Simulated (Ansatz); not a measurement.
InSe, DFT, PBEsol, all-electron LAPW, scalar-relativistic (Ansatz 0.2.0), run on 1 thread of Intel(R) Xeon(R) Platinum 8488C (Sapphire Rapids) on a shared host.

The cell comes from COD entry 1534648, which wasn't checked; take it as a given geometry. The listed cell was then made from it by scaling, straining or moving an atom.

Command: `ansatz run input.yaml --threads 1 --pin off --max-ram 6144MiB --backend cpu --events-out ev --progress --plain --runs-dir out`

```yaml
crystal:
  lattice:
    - [1.9999996503, 1.1547003365, 8.0671699]
    - [-1.9999996503, 1.1547003365, 8.0671699]
    - [0.0, -2.309400673, 8.0671699]
  atoms:
    - { symbol: In, position: [0.0, 0.0, 0.0] }
    - { symbol: In, position: [0.1122, 0.1122, 0.1122] }
    - { symbol: Se, position: [0.6155, 0.6155, 0.6155] }
    - { symbol: Se, position: [0.83, 0.83, 0.83] }
kpoints:
  mp_grid: { grid: [7, 7, 7] }
  band_path:
    path:
      - [0.0, 0.0, 0.0]
      - [-0.5, -0.5, -0.5]
      - [-0.5, -0.1803252268, -0.8196747732]
      - [-0.1803252268, 0.1803252268, -0.5]
      - [0.0, 0.0, -0.5]
      - [0.0, 0.0, 0.0]
      - [0.0, 0.3401626134, -0.3401626134]
      - [-0.3401626134, 0.0, -0.6598373866]
      - [-0.5, 0.0, -0.5]
    npoints: 5
scf:
  occupations: { method: fermi_dirac, width: 0.01 }
hamiltonian:
  xc: pbesol
  pseudopotentials: { kind: all_electron, lapw: { basis_error: 0.001 } }
output:
  forces: true
  stress: true
  eigenvalues: true
```

Problem. How large is the problem that the program sets up?

Solution. 44 irreducible k-points, 1203 plane waves at Γ, 54 bands.

Problem. Estimate the wall time and the peak memory.

Solution. 120 s of wall time for 10 SCF iterations, with a peak of 0.64 GiB. Times on shared machines scatter by tens of per cent.
